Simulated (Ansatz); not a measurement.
## Trial structures of ZnS3: starts and ends

Computed with DFT PBE, scalar-relativistic, plane waves, PAW in Ansatz 0.2.0. Settings: cutoff 420 eV, Γ-centred meshes spaced at most about 0.3 Å⁻¹, and about 0.25 Å⁻¹ or finer for metals (2π included), Gaussian smearing. No spin polarisation in the final relaxations.

Each guess was relaxed in cell and atoms at zero pressure, within the symmetry of its start. Temperature and zero-point effects are left out. Coordination counts S atoms around Zn (those within 1.25 times the shortest such distance or 1.15 times the sum of covalent radii; a plus sign parts nearer from farther groups; the shortest distance is added where it is long for a bond).

```tsv
guess	made from	start group	V start (Å³/atom)	end group	V end (Å³/atom)	coordination at the end	gap on mesh (eV)	E over the lowest end (meV/atom)
1	random cell	P6/mmm	26.1	P6/mmm	19.4	Zn 12 from 3.1 Å	0	546
2	TiCl3 type	P6_3/mcm	21.1	P6_3/mcm	17.3	Zn 6	0	141
3	random cell	Fm-3m	21.4	Fm-3m (BiF3 (D0_3))	16.1	Zn 8+6 from 2.8 Å	0	665
4	Zr3Ag type	P4/mmm	25.0	P4/mmm	16.1	Zn 8+4 from 2.8 Å	0	577
5	random cell	Im-3m	22.4	Im-3m	16.7	Zn 6	0	0
6	YSn3 type	Pm-3m	20.1	Pm-3m	16.7	Zn 12 from 2.9 Å	0	749
7	MnFe3 type	P4/mmm	21.0	?	?	?	?	?
```

Guess 7 as it starts:

```cif
data_structure
_symmetry_space_group_name_H-M 'P 1'
_symmetry_Int_Tables_number 1
_cell_length_a 3.4588
_cell_length_b 3.4588
_cell_length_c 7.0095
_cell_angle_alpha 90.000
_cell_angle_beta 90.000
_cell_angle_gamma 90.000
_cell_volume 83.85
loop_
_atom_site_label
_atom_site_type_symbol
_atom_site_fract_x
_atom_site_fract_y
_atom_site_fract_z
_atom_site_occupancy
Zn1 Zn 0.50000 0.50000 0.50000 1
S1 S 0.00000 0.00000 0.74742 1
S2 S 0.00000 0.00000 0.25258 1
S3 S 0.50000 0.50000 0.00000 1
```

Question: Predict the end of this guess and its energy over the lowest end.

Answer: It ends in space group P4/mmm (No. 123), with a = 3.169 Å, c = 6.349 Å, 15.9 Å³/atom and no gap. It lies 0.60 eV/atom over the lowest end, above guess 4 and below guess 3. Counting S atoms around Zn, this end has Zn 8+2 from 2.7 Å and the lowest (guess 5) has Zn 6.

Space group P4/mmm (No. 123). a = 3.169 Å, b = 3.169 Å, c = 6.349 Å, α = 90.00°, β = 90.00°, γ = 90.00°
```tsv
atom	site	symmetry	x	y	z
Zn	1d	4/mmm	0.5000	0.5000	0.5000
S	2g	4mm	0.0000	0.0000	0.7385
S	1c	4/mmm	0.5000	0.5000	0.0000
```

Energies over the elements count from the elements' standard structures at the same level, with no fitted energy shifts.

Question: Is the lowest end bound against the elements?

Answer: No: its formation energy is +0.03 eV/atom. The separate elements lie lower, so it is unstable against them.

A magnetic state wasn't ruled out in cells without spin, among them P4/mmm at 15.9 Å³/atom, Fm-3m, Pm-3m. The reference form of S is held partly by dispersion forces, which this level lacks. Cells relaxed within their symmetry can be saddle points. A lower structure may well exist outside this small set. Some structure types and database cells were kept out of the candidates from the start, so a known form may be missing.

The two ends with six-coordinate Zn lie well below all those with eight or more S neighbours, including the predicted P4/mmm cell. Density doesn't explain this, since the lowest and highest ends have the same volume per atom, and among the crowded ends the energy doesn't follow the neighbour count either.

The likelier reason is bonding. Zn(II) has a filled d shell and supplies only two electrons, too few to make three separate sulfide ions, so a sulfur-rich compound needs S–S bonds. Packings borrowed from intermetallics hinder such pairing: in the P4/mmm cell every S–S contact is far longer than a single bond, and Zn–S is stretched too. This probably leaves holes in the S p band, consistent with the missing gap, whereas a charge-balanced zinc polysulfide would be expected to be a semiconductor.

The small positive formation energy of the lowest end understates its instability. Zinc blende ZnS is strongly bound, so decomposition into ZnS and sulfur should be favoured much more than decomposition into the elements.
